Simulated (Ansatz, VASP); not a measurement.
**Two plane-wave programs on Cs**

INCAR

```
ALGO = Normal
EDIFF = 1E-7
EDIFFG = -0.005
ENCUT = 600
GGA = CA
IBRION = 2
ISIF = 3
ISMEAR = 0
LASPH = T
LCHARG = F
LREAL = F
LWAVE = F
NELM = 100
NSW = 100
PREC = Accurate
SIGMA = 0.1
```

Contents of KPOINTS:

```
k-points
0
Gamma
  10 10 10
```

File POSCAR:

```
Cs
1.0
   -2.8817122865      2.8817122865      2.8817122865
    2.8817122865     -2.8817122865      2.8817122865
    2.8817122865      2.8817122865     -2.8817122865
Cs
1
Direct
    0.0000000000      0.0000000000      0.0000000000
```

Input for Ansatz:

```yaml
crystal:
  lattice:
    - [-2.8817122733, 2.8817122733, 2.8817122733]
    - [2.8817122733, -2.8817122733, 2.8817122733]
    - [2.8817122733, 2.8817122733, -2.8817122733]
  atoms:
    - { symbol: Cs, position: [0.0, 0.0, 0.0] }
basis:
  ecutwfc: 420
kpoints:
  mp_grid: { grid: [10, 10, 10] }
hamiltonian:
  xc: lda
scf:
  occupations: { method: gaussian, width: 0.1 }
output:
  forces: true
  stress: true
  eigenvalues: true
  write_density: true
  write_potential: true
  elf: true
  volumetric_format: npy
relax:
  adjacent_minimum: "off"
  f_tol: 0.005
  max_steps: 80
  cell: { stress_tol: 0.05 }
```

Alike in both runs: task relaxation of cell and atoms; functional LDA; k mesh 10 × 10 × 10; occupations gaussian, width 0.1 eV; no spin polarisation.

|  | VASP | Ansatz |
| --- | --- | --- |
| version | VASP 6.6.1 | Ansatz 0.2.0 |
| potentials or method | VASP PAW LDA potentials, release 64 (Cs_sv) | scalar-relativistic, plane waves, PAW |
| plane-wave cutoff (eV) | 600 | 420 |
| valence electrons in the cell | 9 | 9 |

```csv
,VASP,Ansatz,Ansatz less VASP
"gap on the k mesh at the Fermi level, each at its own relaxed structure (eV)",none,none,-
relaxed volume (Å³/atom),95.72,95.72,0.000
relaxed cell length with the largest relative difference (Å),4.991,4.991,0.0000
```

A gap of «none» marks a metal or a gap that the smearing closes.

Caveats: the relaxation stopped at its first step, so nothing moved. Spin-orbit coupling is left out, which matters for the levels of Cs.
